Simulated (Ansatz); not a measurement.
Write the native input for Ansatz 0.2.0 that does the following.

```
Task                : band structure
Functional          : LDA
Potentials or basis : all-electron LAPW, scalar-relativistic
Cutoff              : 207 eV (chosen from the basis error)
Basis error allowed : 0.001 eV/atom
k mesh              : 10 × 10 × 10
Occupations         : fermi-dirac, width 0.05 eV
Spin                : no spin polarisation
```

Crystal: HgTe.

```
CELL_PARAMETERS angstrom
-3.04560 3.04560 1.55941
3.04560 -3.04560 1.55941
3.04560 3.04560 -1.55941
ATOMIC_POSITIONS crystal
Hg 0.75000 0.25000 0.50000
Te 0.00000 0.00000 0.00000
```

Measurements of this composition are mostly on another form, of space group No. 216.

The input as run:

input.yaml

```yaml
crystal:
  lattice:
    - [-3.045603, 3.045603, 1.55941]
    - [3.045603, -3.045603, 1.55941]
    - [3.045603, 3.045603, -1.55941]
  atoms:
    - { symbol: Hg, position: [0.75, 0.25, 0.5] }
    - { symbol: Te, position: [0.0, 0.0, 0.0] }
kpoints:
  mp_grid: { grid: [10, 10, 10] }
  band_path:
    path:
      - [0.0, 0.0, 0.0]
      - [0.0, 0.0, 0.5]
      - [-0.5, 0.5, 0.5]
      - [0.0, 0.0, 0.0]
      - [0.3155411497, 0.3155411497, -0.3155411497]
      - [0.25, 0.25, 0.25]
      - [0.0, 0.5, 0.0]
      - [-0.3155411497, 0.6844588503, 0.3155411497]
    npoints: 12
scf:
  occupations: { method: fermi_dirac, width: 0.05 }
hamiltonian:
  xc: lda
  pseudopotentials: { kind: all_electron, lapw: { basis_error: 0.001 } }
output:
  forces: true
  stress: true
  eigenvalues: true
```

Potentials or basis: all-electron LAPW, scalar-relativistic.

Command:

```console
$ ansatz run input.yaml --threads 1 --pin off --max-ram 3072MiB --backend cpu --events-out ev --progress --plain --runs-dir out
```

Results of the run:

```
Pressure                : -4.9 GPa
Band gap along the path : none (metal or under the smearing width)
```

Caveat: spin-orbit coupling is left out, which moves the levels of the heavy elements.

Run time: 20 s on 1 thread of AMD EPYC 9R45 96-Core Processor (Zen 5), with other jobs on the host, peak memory 0.5 GiB.
